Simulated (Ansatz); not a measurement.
# Si2Mo (I4/mmm) in Ansatz: notebook

The runs below take Si2Mo through phonons, elastic constants, with PBEsol, BLYP.

All numbers are computed with Ansatz 0.2.0; they aren't measurements. Logs are shortened: lines on timing, memory, paths and dates and some standing lists are left out, and cuts for length are marked.

### Step 1. The crystal as given

The structure is tetragonal, space group I4/mmm (No. 139). The conventional cell has a = 3.200 Å, b = 3.200 Å, c = 7.861 Å, α = 90.00°, β = 90.00°, γ = 90.00°. Mo (site symmetry 4/mmm) is surrounded by 10 Si at 2.62 Å. Si (site symmetry 4mm) has 5 Si at 2.61 to 2.63 Å and 5 Mo at 2.62 Å as nearest neighbours.

### Step 2. Phonons, PBEsol

File input.yaml:

```yaml
crystal:
  lattice:
    - [-1.6, 1.6, 3.9305]
    - [1.6, -1.6, 3.9305]
    - [1.6, 1.6, -3.9305]
  atoms:
    - { symbol: Mo, position: [0.0, 0.0, 0.0] }
    - { symbol: Si, position: [0.667, 0.667, 0.0] }
    - { symbol: Si, position: [0.333, 0.333, 0.0] }
hamiltonian:
  xc: pbesol
  pseudopotentials: { kind: paw }
kpoints:
  mp_grid: { grid: [9, 9, 9] }
scf:
  occupations: { method: fermi_dirac, width: 0.05 }
phonons:
  method: dfpt
```

Potentials or basis: Ansatz PAW.

Started as:

```bash
> ansatz run input.yaml --threads 2 --pin off --max-ram 5632MiB --backend cpu --events-out ev --progress --plain --runs-dir out
```

What it wrote:

```text
Warning: RAYON_NUM_THREADS=2 ignored (pool sized by the plan → 2); use --threads N
zone centre: on kpoints.mp_grid the ground state, and the responses unless they are solved on pairs of k-points, stand on 125 of the mesh's 729 k-points, reduced under 4 symmetry operations, with k and −k counted as one. Each operation leaves every solved displacement unchanged or reverses it
Engine: ansatz 0.2.0, x86_64-unknown-linux-gnu
Pseudopotentials: kind: paw
Pseudopotential: Mo, paw, valence charge 14, recommended cutoff 420 eV (normal), Mo.paw.azcp
Pseudopotential: Si, paw, valence charge 4, recommended cutoff 420 eV (normal), Si.paw.azcp
Functional definition: PBEsol
  exchange = pbesol_x
  correlation = pbesol_c
Crystal: 3 atoms, lattice volume = 40.248 Å³
Basis set: ecut = 420 eV, 769 PW (Γ), exchange–correlation on 64×64×64 points (8 copies of the dense FFT grid, shifted against one another)
Bands: 15, of which v1, the nominal top of the filled ones, is band 11 counted from 1 (10 counted from 0)
Symmetry: 16 space group operations
k-points: 125 of 729 (irreducible under 4 space group operations, time reversal used)
Non-local potential: Mo, projectors of the file, l = 0: 3, l = 1: 2, l = 2: 2, l = 3: 1
Non-local potential: Si, projectors of the file, l = 0: 2, l = 1: 2, l = 2: 2
PAW form: soft (Blöchl's): semilocal exchange-correlation on the pseudo side does not see the compensation charge
PAW frozen core: Mo, regenerated for the run's functional, and the local potential with it (the file was generated under x = pbe(κ = 0.804, μ = 0.2195149727645171), c = pbe(β = 0.06672455060314922))
PAW frozen core: Si, regenerated for the run's functional, and the local potential with it (the file was generated under x = pbe(κ = 0.804, μ = 0.2195149727645171), c = pbe(β = 0.06672455060314922))
PAW one-centre angular grid: Mo, 590 points (default); XC on 64 Gauss nodes
PAW one-centre angular grid: Si, 110 points (default); XC on 64 Gauss nodes
Initial density: superposition of atomic densities (neutral atoms: chi_scale 0, normalization atom), corrected by the library's trained network
Initial wavefunctions: pseudopotential atomic-orbital guess
Functional: x = pbesol(κ = 0.804, μ = 0.12345679012345678), c = pbesol(β = 0.046)
SCF iter   1: F=—  HF=-6142.258428 eV  |F-HF|=—  |Δ(HF+E_count)|=         —  Δρ=5.22e-3  dr2=7.93e-3  ethr=1.77e-3  ⟨swp⟩=5.5  Hψ=10821  notcnv=0
preconditioner: auto → none  [insulator: Δε(μ)=0.155 eV  Ē_g=7.726 eV  σ=0.050 eV  W_gap=0.63  n_scr=10 (ndim 8)  ℏωp=21.9 eV  f_vac=0.000  D(μ)=0.39/eV (n_scr^D=0)  ε∞_Penn≈9.0]
SCF iter   2: F=—  HF=-6142.256535 eV  |F-HF|=—  |Δ(HF+E_count)|=   1.89e-3  Δρ=1.97e-3  dr2=4.72e-4  ethr=3.60e-5  ⟨swp⟩=2.1  Hψ=4104  notcnv=0
SCF iter   3: F=—  HF=-6142.256535 eV  |F-HF|=—  |Δ(HF+E_count)|=   8.90e-8  Δρ=7.03e-4  dr2=5.09e-5  ethr=2.14e-6  ⟨swp⟩=2.1  Hψ=2574  notcnv=0
SCF iter   4: F=—  HF=-6142.256546 eV  |F-HF|=—  |Δ(HF+E_count)|=   1.11e-5  Δρ=1.10e-4  dr2=1.38e-6  ethr=2.32e-7  ⟨swp⟩=1.7  Hψ=2431  notcnv=0
SCF iter   5: F=—  HF=-6142.256545 eV  |F-HF|=—  |Δ(HF+E_count)|=   4.57e-7  Δρ=1.11e-5  dr2=2.32e-8  ethr=6.27e-9  ⟨swp⟩=2.2  Hψ=3249  notcnv=0
SCF iter   6: F=—  HF=-6142.256545 eV  |F-HF|=—  |Δ(HF+E_count)|=   4.73e-9  Δρ=2.45e-6  dr2=6.44e-10  ethr=1.06e-10  ⟨swp⟩=2.4  Hψ=2546  notcnv=0
SCF iter   7: F=-6142.256545 eV  HF=-6142.256545 eV  |F-HF|=9.09e-13  |Δ(HF+E_count)|=  1.79e-10  Δρ=1.05e-7  dr2=1.24e-12  ethr=1.00e-12  ⟨swp⟩=4.3  Hψ=8776  notcnv=0
SCF 1 converged in 7 iterations: F = -6142.256545 eV  dr2 = 1.24e-12
DFPT response loops at Γ: preconditioner auto → Kerker (q_TF=auto, 2.467 Å⁻¹) (partly filled bands, converged f_vac=0.000); β = 1.00, the filter's whole step (`scf.mixing.beta` (0.50) is not read by the response loops under this deck's `scf.mixing.preconditioner`; to damp them name `kerker` or `kerker_dos`, under which they read `scf.mixing.beta`, and type it under 1.00, their step now; both keys bind the ground state too); Broyden in place of MSR1
SCF converged after 7 iterations
Free energy (F): -6142.256545 eV
Harris-Foulkes:  -6142.256545 eV  (|F-HF|=9.09e-13)
Internal energy: -6142.253525 eV  (E = F + TS)
E sigma→0 (E₀):  -6142.255035 eV
Entropy (-TS):   -0.003021 eV (-1.007 meV/atom)
Fermi energy:    15.826846 eV
--- Per-component energies (eV) ---
  E_band       = -48.115129
  E_kinetic    = 531.070684
  E_local      = -1149.804411  (includes V_loc(G=0)·N_el)
  E_nonlocal   = 194.669301
  E_hartree    = 427.309696
  E_xc         = -296.589699
  E_vxc        = -328.536860  (∫ρ·V_xc dr)
  E_paw        = -4141.659435  (= ΣΔE_a)
  E_vpaw       = -150.133265  (= ΣTr[D̂ρ^β])
  E_aug_tail   = 0.000037  (compensation charges beyond the density's cutoff)
  E_ewald      = -1707.522119
  E_core_change = 0.272421  (= ΣΔE_core)
  E_smearing   = -0.003021  (= −TS)
  E_closure    = 0.000000  (closes the sum)
  Σ components = -6142.256545   (vs F -6142.256545, Δ=0.00e0)
--- Band table (eV; the first three rows and the last of 125) ---
  k-point 0: bands = ["-44.7484", "-18.9443", "-18.8356", "-18.8356", "2.4361", "9.5425", "12.4341", "12.8393", "13.2339", "13.2339", "16.3130", "18.9669", "18.9739", "19.5293", "19.5293"]
  k-point 1: bands = ["-44.7441", "-18.9383", "-18.8652", "-18.8612", "2.8151", "9.8718", "11.5301", "12.3734", "12.9555", "14.1871", "15.0809", "18.2193", "19.2562", "19.4685", "19.6701"]
  k-point 2: bands = ["-44.7332", "-18.9355", "-18.9257", "-18.9235", "3.8847", "10.4333", "10.7764", "10.9356", "13.3342", "13.3671", "14.3413", "18.4723", "19.2869", "19.5298", "19.7013"]
  k-point 124: bands = ["-44.7457", "-18.9642", "-18.8678", "-18.8342", "4.3949", "6.0944", "12.0291", "13.2799", "14.9374", "15.0125", "15.3579", "15.5058", "16.8647", "20.8509", "21.3509"]
--- Phonons (Γ-DFPT): 4 representative perturbations + reference, on 125 of 729 k-points (Σ response iterations 12) ---
  k mesh reduced under 4 symmetry operations, with k and −k counted as one. Each operation leaves every solved displacement unchanged or reverses it
  ASR residual: 1.842e-4 → 0.000e0 eV/Å²; symmetrization residual: 7.141e-6 eV/Å²
  ASR residual per site (eV/Å²): 1.84e-4 5.82e-6 5.82e-6
  Γ frequencies (cm⁻¹): 0.00 0.00 0.00 265.57 265.57 312.32 330.56 330.56 413.36
  non-analytic LO–TO correction: not included (Born effective charges unavailable; polar crystals: no LO–TO splitting at Γ)
```

Wall time 7.3 s (2 threads of AMD EPYC 9R45 (Zen 5), shared host); peak memory 0.62 GiB.

What came out:

* Free energy: -6142.2565 eV
* Band gap on the k mesh: none (metal or under the smearing width)
* Highest phonon frequency at Γ: 413 cm⁻¹

Phonon frequencies in cm⁻¹ (negative: imaginary):
| q point | frequencies |
| --- | --- |
| (0.000, 0.000, 0.000) | 0 0 0 266 266 312 331 331 413 |

Caveat: the PAW data sets come from PBE, with cores solved anew for the run's functional, which leaves a small shift of forces and pressure.

### Step 3. Elastic constants, PBEsol

Changes to input.yaml since step 2:

```diff
@@ -16,3 +16,7 @@
   occupations: { method: fermi_dirac, width: 0.05 }
-phonons:
-  method: dfpt
+output:
+  forces: true
+  stress: true
+elastic:
+  mode: clamped_ion
+  stencil: two_point
```

Potentials or basis: Ansatz PAW.

Started as:

```bash
> ansatz run input.yaml --threads 2 --pin off --max-ram 5632MiB --backend cpu --events-out ev --progress --plain --runs-dir out
```

Run time: 8.4 s. Hardware: 2 threads of AMD EPYC 9R45 (Zen 5), shared host; peak memory 0.49 GiB.

The run converged. Its results:

* Free energy: -6142.2565 eV
* Pressure: -2.7 GPa
* Largest force: 0.354 eV/Å
* Band gap on the k mesh: none (metal or under the smearing width)
* Voigt bulk modulus: 211 GPa

Forces on the atoms (eV/Å):
```
Mo   0.000  0.000  0.000
Si   0.000  0.000 -0.354
Si   0.000  0.000  0.354
```

Stress tensor (GPa, compression positive):
```
-2.20  0.00  0.00
 0.00 -2.20  0.00
 0.00  0.00 -3.76
```

Levels at points of the mesh, in eV from the Fermi level:
| k point | band 8 | band 9 | band 10 | band 11 | band 12 | band 13 | band 14 | band 15 |
| --- | --- | --- | --- | --- | --- | --- | --- | --- |
| (0.00, 0.00, 0.00) | -2.99 | -2.59 | -2.59 | 0.49 | 3.14 | 3.15 | 3.70 | 3.70 |

Elastic tensor in Voigt notation (GPa, ions clamped, in the Cartesian axes of the cell as first typed):
```
393 123  90   0   0   0
123 393  90   0   0   0
 89  89 508   0   0   0
  0   0   0 200   0   0
  0   0   0   0 200   0
  0   0   0   0   0 185
```

Caveat: elastic constants of metals need much finer meshes, so these are rough; the PAW data sets come from PBE, with cores solved anew for the run's functional, which leaves a small shift of forces and pressure.

### Step 4. Phonons, BLYP

Changes to input.yaml since step 3:

```diff
@@ -10,3 +10,3 @@
 hamiltonian:
-  xc: pbesol
+  xc: blyp
   pseudopotentials: { kind: paw }
@@ -15,8 +15,4 @@
 scf:
-  occupations: { method: fermi_dirac, width: 0.05 }
-output:
-  forces: true
-  stress: true
-elastic:
-  mode: clamped_ion
-  stencil: two_point
+  occupations: { method: fermi_dirac, width: 0.02 }
+phonons:
+  method: dfpt
```

Potentials or basis: Ansatz PAW.

Started as:

```bash
> ansatz run input.yaml --threads 2 --pin off --max-ram 5632MiB --backend cpu --events-out ev --progress --plain --runs-dir out
```

What it wrote:

```text
Warning: RAYON_NUM_THREADS=2 ignored (pool sized by the plan → 2); use --threads N
zone centre: on kpoints.mp_grid the ground state, and the responses unless they are solved on pairs of k-points, stand on 125 of the mesh's 729 k-points, reduced under 4 symmetry operations, with k and −k counted as one. Each operation leaves every solved displacement unchanged or reverses it
[... 4 set-up lines as earlier in the session ...]
Functional definition: BLYP
  parameter beta = 0.0042
  parameter a = 0.04918
  parameter b = 0.132
  parameter c = 0.2533
  parameter d = 0.349
  exchange = b88_x(beta = beta)
  correlation = lyp_c(a = a, b = b, c = c, d = d)
Crystal: 3 atoms, lattice volume = 40.248 Å³
Basis set: ecut = 420 eV, 769 PW (Γ), exchange–correlation on 64×64×64 points (8 copies of the dense FFT grid, shifted against one another)
Bands: 15, of which v1, the nominal top of the filled ones, is band 11 counted from 1 (10 counted from 0)
[... 1 set-up line as earlier in the session ...]
k-points: 125 of 729 (irreducible under 4 space group operations, time reversal used)
[... 4 set-up lines as earlier in the session ...]
[... 21 lines left out ...]
Harris-Foulkes:  -6248.286912 eV  (|F-HF|=2.73e-12)
Internal energy: -6248.286265 eV  (E = F + TS)
E sigma→0 (E₀):  -6248.286589 eV
Entropy (-TS):   -0.000647 eV (-0.216 meV/atom)
Fermi energy:    16.344842 eV
--- Per-component energies (eV) ---
  E_band       = -35.803003
  E_kinetic    = 533.098435
  E_local      = -1153.800720  (includes V_loc(G=0)·N_el)
  E_nonlocal   = 195.881763
  E_hartree    = 429.586925
  E_xc         = -292.332291
  E_vxc        = -320.630266  (∫ρ·V_xc dr)
  E_paw        = -4253.315635  (= ΣΔE_a)
  E_vpaw       = -149.526042  (= ΣTr[D̂ρ^β])
  E_aug_tail   = 0.000031  (compensation charges beyond the density's cutoff)
  E_ewald      = -1707.522119
  E_core_change = 0.117345  (= ΣΔE_core)
  E_smearing   = -0.000647  (= −TS)
  E_closure    = 0.000000  (closes the sum)
  Σ components = -6248.286912   (vs F -6248.286912, Δ=0.00e0)
--- Band table (eV; the first three rows and the last of 125) ---
  k-point 0: bands = ["-44.3141", "-18.4798", "-18.3695", "-18.3695", "3.0748", "10.2316", "12.9506", "13.5559", "13.7890", "13.7890", "16.8298", "19.4226", "19.9389", "20.0886", "20.0886"]
  k-point 1: bands = ["-44.3099", "-18.4740", "-18.3983", "-18.3944", "3.4509", "10.5562", "12.0353", "12.9852", "13.6700", "14.7771", "15.6300", "18.6492", "19.8170", "20.1941", "20.2251"]
  k-point 2: bands = ["-44.2993", "-18.4663", "-18.4596", "-18.4569", "4.5106", "11.0933", "11.2651", "11.6012", "13.9683", "14.0446", "14.9509", "18.9064", "19.8744", "20.1166", "20.2519"]
  k-point 124: bands = ["-44.3115", "-18.4990", "-18.4008", "-18.3682", "5.0070", "6.7506", "12.7503", "13.9117", "15.4805", "15.5604", "15.8980", "16.0795", "17.3913", "21.3206", "21.8245"]
--- Phonons (Γ-DFPT): 4 representative perturbations + reference, on 125 of 729 k-points (Σ response iterations 12) ---
  k mesh reduced under 4 symmetry operations, with k and −k counted as one. Each operation leaves every solved displacement unchanged or reverses it
  ASR residual: 8.983e-5 → 0.000e0 eV/Å²; symmetrization residual: 4.616e-6 eV/Å²
  ASR residual per site (eV/Å²): 8.98e-5 1.75e-5 1.75e-5
  Γ frequencies (cm⁻¹): 0.00 0.00 0.00 257.51 257.51 309.94 316.80 316.80 402.39
  non-analytic LO–TO correction: not included (Born effective charges unavailable; polar crystals: no LO–TO splitting at Γ)
```

Run time: 6.8 s. Hardware: 2 threads of AMD EPYC 9R45 (Zen 5), shared host; peak memory 0.64 GiB.

What came out:

```yaml
Free_energy: -6248.2869 eV
Band_gap_on_the_k_mesh: none (metal or under the smearing width)
Highest_phonon_frequency_at_Γ: 402 cm⁻¹
```

Phonon frequencies in cm⁻¹ (negative: imaginary):
```tsv
q point	frequencies
(0.000, 0.000, 0.000)	0 0 0 258 258 310 317 317 402
```

Caveat: the PAW data sets come from PBE, with cores solved anew for the run's functional, which leaves a small shift of forces and pressure.

### Step 5. Overview

```csv
task,level,smearing,atoms under strain,gap on the mesh (eV)
phonons,PBEsol,fermi-dirac 0.05 eV,-,none
elastic constants,PBEsol,fermi-dirac 0.05 eV,clamped,none
phonons,BLYP,fermi-dirac 0.02 eV,-,none
```

Alike in all rows: potentials or basis Ansatz PAW; no spin polarisation; cell as given; k mesh 9 × 9 × 9; cutoff (eV) 420.

Every run on the cell as given and a fine mesh finds a metal.

Caveats: the PAW data sets come from PBE, with cores solved anew for the run's functional, which leaves a small shift of forces and pressure; elastic constants of metals need much finer meshes, so these are rough (some runs).

Absolute energies hang on the potentials; compare differences alone.
